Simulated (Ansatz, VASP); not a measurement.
## Al: VASP beside Ansatz

The input INCAR:

```
SYSTEM = Al
ALGO = Normal
EDIFF = 1E-6
ENCUT = 520
ISIF = 2
ISMEAR = 0
LASPH = .True.
LCHARG = .False.
LREAL = .False.
LWAVE = .False.
NBANDS = 8
NELM = 100
PREC = Accurate
SIGMA = 0.15
```

The input KPOINTS:

```
k-points
0
Gamma
  20 20 20
  0 0 0
```

Contents of POSCAR:

```
Al
1.0
    0.0000000000      2.0239800000      2.0239800000
    2.0239800000      0.0000000000      2.0239800000
    2.0239800000      2.0239800000      0.0000000000
Al
1
Direct
    0.0000000000      0.0000000000      0.0000000000
```

Input for Ansatz:

```yaml
crystal:
  lattice:
    - [0.0, 2.02398, 2.02398]
    - [2.02398, 0.0, 2.02398]
    - [2.02398, 2.02398, 0.0]
  atoms:
    - { symbol: Al, position: [0.0, 0.0, 0.0] }
basis:
  ecutwfc: 420
kpoints:
  mp_grid: { grid: [20, 20, 20] }
hamiltonian:
  xc: lda
scf:
  occupations: { method: gaussian, width: 0.15 }
output:
  forces: true
  stress: true
  eigenvalues: true
```

Alike in both runs: task single point; functional LDA; k mesh 20 × 20 × 20; occupations gaussian, width 0.15 eV; no spin polarisation.

```csv
,VASP,Ansatz
version,VASP 6.6.1,Ansatz 0.2.0
potentials or method,"VASP PAW LDA potentials, release 64 (Al)","scalar-relativistic, plane waves, PAW"
plane-wave cutoff (eV),520,420
valence electrons in the cell,3,3
```

VASP gave:

| Property | Result |
| --- | --- |
| gap on the k mesh at the Fermi level (eV) | none |
| pressure (GPa) | -3.5 |

**Question.** Estimate Ansatz's values.

**Answer.** gap on the k mesh at the Fermi level (eV): none; pressure (GPa): -3.6.

A gap of «none» marks a metal or a gap that the smearing closes.
